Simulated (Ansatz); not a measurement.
An input for Ansatz 0.2.0 (AlH3 (R-3c)):

```yaml
crystal:
  lattice:
    - [2.22465, 1.2844022764, 3.9345666667]
    - [-2.22465, 1.2844022764, 3.9345666667]
    - [0.0, -2.5688045527, 3.9345666667]
  atoms:
    - { symbol: Al, position: [0.0, 0.0, 0.0] }
    - { symbol: Al, position: [0.5, 0.5, 0.5] }
    - { symbol: H, position: [0.878, 0.622, 0.25] }
    - { symbol: H, position: [0.25, 0.878, 0.622] }
    - { symbol: H, position: [0.622, 0.25, 0.878] }
    - { symbol: H, position: [0.122, 0.378, 0.75] }
    - { symbol: H, position: [0.75, 0.122, 0.378] }
    - { symbol: H, position: [0.378, 0.75, 0.122] }
kpoints:
  mp_grid: { grid: [4, 4, 4] }
hamiltonian:
  xc: r2scan
  pseudopotentials: { kind: paw, source: ansatz }
scf:
  occupations: { method: fixed }
gw:
  n_empty_bands: 897
  ecut_chi: 325.0
  qp_bands: [v2, c2]
  qp_kpoints: band_edges
  screening: { model: contour_deformation }
```

```sh
ansatz run input.yaml --threads 3 --pin off --max-ram 64512MiB --backend cuda --events-out ev --progress --plain --runs-dir out --devices 1 --max-vram 24GiB  # rebuilt from the run's record
```

**Question.** How long will it take on 1 × NVIDIA H100 80GB HBM3 (shared by 3 runs) with 3 threads of AMD EPYC 7R13 (Zen 3), shared host, and how much memory?

It took 43 s; on shared hardware allow 21 s to 86 s. Peak host memory was 4.2 GiB. The sizes that set the cost: 4857 plane waves a state, 13 irreducible k points, 911 bands summed, 917 plane waves in the screening and 6 SCF cycles.

The screening grows as filled bands × empty bands × pairs of k points, times the square of the screening basis for the matrix.

[Paths, hosts, dates, memory and timing lines, banners, echoed tables and standing remarks are left out of the program output.]

[Logs are printed without paths, hosts, clocks, repeated set-up lines and the standing remarks that a program may print on its own settings, such as how far it seeks lower states.]

[Runs of the session that timed out or met a known fault of the program may be left out.]

[Cells called generated may have been cut or substituted from an entry of the Crystallography Open Database or the Materials Project.]

[Hosts, paths, dates, database ids (printed as entryN), source tags and the programs' standing remarks are cut or masked in the printed files.]
